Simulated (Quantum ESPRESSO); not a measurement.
## Cu: phonons at L under several settings

```
Cu
1.0
     0.00000    1.80750    1.80750
     1.80750    0.00000    1.80750
     1.80750    1.80750    0.00000
Cu
1
Direct
  0.00000 0.00000 0.00000
```

All runs used Quantum ESPRESSO 7.5; k mesh 13 × 13 × 13; no spin polarisation; cutoff 762 eV.

| level | potentials | geometry | occupations | volume (Å³/atom) | pressure (GPa) | frequencies (cm⁻¹) |
| --- | --- | --- | --- | --- | --- | --- |
| LDA | GBRV 1.5 LDA | given cell, atoms relaxed | methfessel-paxton, width 0.136 eV | 11.81 | ? | ? |
| PBEsol | GBRV 1.5 PBEsol | relaxed cell | cold, width 0.136 eV | 11.33 | -0.2 | 239 239 422 |

Problem. What stands in the row left open?

Solution. Pressure -12.6 GPa; frequencies 240 240 405 cm⁻¹.

Caveats: the q point doesn't lie on the k mesh, which can shift a metal's frequencies strongly unless the mesh is converged; the cell is more than 3 GPa from zero pressure, which shifts response properties (some runs).

For the row left open. Caveat: the cell is more than 3 GPa from zero pressure, which shifts response properties; the q point doesn't lie on the k mesh, which can shift a metal's frequencies strongly unless the mesh is converged.
